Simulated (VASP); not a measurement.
# GaSb in VASP 6.6.1, single-point calculation

INCAR

```
LCHARG = .FALSE.
LASPH = .TRUE.
ISIF = 2
NSW = 0
ISMEAR = -1
ALGO = VeryFast
SIGMA = 0.02
PREC = Normal
LREAL = .FALSE.
IBRION = -1
EDIFF = 1E-7
LWAVE = .FALSE.
GGA = PE
NELM = 120
NBANDS = 16
ENCUT = 520
```

KPOINTS

```
KPOINTS created by Atomic Simulation Environment
0
Gamma
8 8 8
0 0 0
```

POSCAR

```
Ga Sb
 1.0000000000000000
     0.0000000000000000    3.1578613668000002    3.0658848221000001
     3.1578613668000002    0.0000000000000000    3.0658848221000001
     3.1578613668000002    3.1578613668000002    0.0000000000000000
 Ga  Sb
   1   1
Cartesian
  0.0000000000000000  0.0000000000000000  0.0000000000000000
  1.5789306834000001  1.5789306834000001  1.5329424110500001
```

The recommended PBE PAW datasets give the neutral cell 18 valence electrons.

Command

```
mpirun -np 1 vasp_std
```

OSZICAR

```
N       E                     dE             d eps       ncg     rms          rms(c)
RMM:   1     0.138535800673E+02    0.13854E+02   -0.67649E+03   944   0.114E+03
RMM:   2    -0.213410943034E+01   -0.15988E+02   -0.14307E+03   944   0.269E+02
RMM:   3    -0.311085004350E+01   -0.97674E+00   -0.93398E+01   944   0.960E+01
RMM:   4    -0.577284736555E+01   -0.26620E+01   -0.22053E+01   944   0.509E+01
RMM:   5    -0.669096693062E+01   -0.91812E+00   -0.77812E+00   944   0.288E+01
RMM:   6    -0.707041456200E+01   -0.37945E+00   -0.33305E+00   944   0.177E+01
RMM:   7    -0.723781921829E+01   -0.16740E+00   -0.15448E+00   944   0.116E+01
RMM:   8    -0.731861434435E+01   -0.80795E-01   -0.76263E-01   944   0.793E+00
RMM:   9    -0.739402756601E+01   -0.75413E-01   -0.73288E-01  3025   0.568E+00
RMM:  10    -0.740447258694E+01   -0.10445E-01   -0.88118E-02  2798   0.170E+00
RMM:  11    -0.740557653186E+01   -0.11039E-02   -0.10528E-02  3373   0.649E-01
RMM:  12    -0.740571320289E+01   -0.13667E-03   -0.13334E-03  3282   0.231E-01    0.292E+00
RMM:  13    -0.736813711632E+01    0.37576E-01   -0.52781E-02  2808   0.236E+00    0.177E+00
RMM:  14    -0.735819213569E+01    0.99450E-02   -0.37095E-02  2693   0.139E+00    0.295E-01
RMM:  15    -0.735927704787E+01   -0.10849E-02   -0.95476E-03  2866   0.792E-01    0.680E-02
RMM:  16    -0.735976529900E+01   -0.48825E-03   -0.14598E-03  2647   0.353E-01    0.239E-02
RMM:  17    -0.735982192182E+01   -0.56623E-04   -0.34073E-04  2841   0.173E-01    0.170E-02
RMM:  18    -0.735985394968E+01   -0.32028E-04   -0.10877E-04  2628   0.922E-02    0.305E-03
RMM:  19    -0.735985607705E+01   -0.21274E-05   -0.21279E-05  3270   0.406E-02    0.202E-03
RMM:  20    -0.735985669625E+01   -0.61920E-06   -0.27859E-06  2967   0.163E-02    0.937E-04
RMM:  21    -0.735985675078E+01   -0.54527E-07   -0.98111E-07  2711   0.883E-03
   1 F= -.73598568E+01 E0= -.73598454E+01  d E =-.227793E-04
```

Standard output (part)

```
POSCAR found type information on POSCAR GaSb
 POSCAR found :  2 types and       2 ions
 LDA part: xc-table for (Slater+PW92), standard interpolation
 POSCAR, INCAR and KPOINTS ok, starting setup
 WAVECAR not read
 entering main loop
```

From OUTCAR

```
k-points           NKPTS =     59   k-points in BZ     NKDIM =     59   number of bands    NBANDS=     16

   NELECT =      18.0000    total number of electrons

   dimension x,y,z NGX =    28 NGY =   28 NGZ =   28
   dimension x,y,z NGXF=    56 NGYF=   56 NGZF=   56

  energy-cutoff  :      520.00
  volume of cell :       61.15
      direct lattice vectors                 reciprocal lattice vectors
     0.000000000  3.157861367  3.065884822    -0.158335006  0.158335006  0.163085057
     3.157861367  0.000000000  3.065884822     0.158335006 -0.158335006  0.163085057
     3.157861367  3.157861367  0.000000000     0.158335006  0.158335006 -0.163085057

 k-points in reciprocal lattice and weights: KPOINTS created by Atomic Simulation Env
   0.00000000  0.00000000  0.00000000       0.002
   0.12500000 -0.00000000  0.00000000       0.016
   0.25000000 -0.00000000  0.00000000       0.016
   0.37500000 -0.00000000  0.00000000       0.016
   0.50000000 -0.00000000  0.00000000       0.008
   0.12500000  0.12500000  0.00000000       0.004
   0.25000000  0.12500000  0.00000000       0.016
   0.37500000  0.12500000  0.00000000       0.016
   ...

 E-fermi :   4.2547

 k-point     1 :       0.0000    0.0000    0.0000
  band No.  band energies     occupation
      1     -10.6983      2.00000
      2     -10.6983      2.00000
      3     -10.6940      2.00000
      4     -10.6590      2.00000
      5     -10.6544      2.00000
      6      -6.8142      2.00000
      7       3.7964      2.00000
      8       4.1705      1.97071
      9       4.1705      1.97071
     10       4.3244      0.05935
     11       6.9598      0.00000
     12       7.0455      0.00000
     13       7.0455      0.00000
     14       9.9656      0.00000
     15      12.4823      0.00000
     16      12.8969      0.00000

 k-point     2 :       0.1250   -0.0000    0.0000
  band No.  band energies     occupation
      1     -10.7005      2.00000
      2     -10.6969      2.00000
      3     -10.6935      2.00000
      4     -10.6592      2.00000
      5     -10.6545      2.00000
      6      -6.6671      2.00000
      7       2.1430      2.00000
      8       3.9355      2.00000
      9       4.0573      1.99990
     10       5.0221      0.00000
     11       7.2800      0.00000
     12       7.3550      0.00000
     13       7.5656      0.00000
     14      10.7470      0.00000
     15      11.8073      0.00000
     16      12.0957      0.00000

 k-point     3 :       0.2500   -0.0000    0.0000
  band No.  band energies     occupation
      1     -10.7075      2.00000
      2     -10.6937      2.00000
      3     -10.6908      2.00000
      4     -10.6595      2.00000
      5     -10.6544      2.00000
      6      -6.2505      2.00000
      7       0.2946      2.00000
      8       3.5086      2.00000
      9       3.6680      2.00000
     10       4.8685      0.00000
     11       7.8088      0.00000
     12       7.8267      0.00000
     13       9.1493      0.00000
     14      11.3542      0.00000
     15      11.6970      0.00000
     16      11.8533      0.00000

 ...

  Total       -0.4388167     -0.4388167     -0.0104938      0.0000000     -0.0000000      0.0000000
  in kB      -11.4979860    -11.4979860     -0.2749610      0.0000000     -0.0000000      0.0000000
  external PRESSURE =      -7.7569776 kB  Pullay stress =       0.0000000 kB

 POSITION                                       TOTAL-FORCE (eV/Angst)
 -----------------------------------------------------------------------------------
      0.00000      0.00000      0.00000        -0.000000     -0.000000      0.000000
      1.57893      1.57893      1.53294         0.000000      0.000000      0.000000
 -----------------------------------------------------------------------------------
    total drift:                                0.000004      0.000004      0.000002

  FREE ENERGIE OF THE ION-ELECTRON SYSTEM (eV)
  ---------------------------------------------------
  free  energy   TOTEN  =        -7.3598567508 eV

  energy  without entropy=       -7.3598339715  energy(sigma->0) =       -7.35984536
```

It converged. Results: gap between bands v and c on the k mesh 0.15 eV; least direct gap on the k mesh 0.15 eV; pressure -0.8 GPa. Band v is the last that the valence electrons fill when counted band by band, and c is the next.

For comparison, a separate PBE run of the intended cell, on usual settings and not on those above, gives a gap of 0.15 eV on its mesh and a pressure of -0.8 GPa.

The run above took about 52 s on one core of a shared host (Intel Xeon Platinum 8488C) and held 0.19 GiB at most.
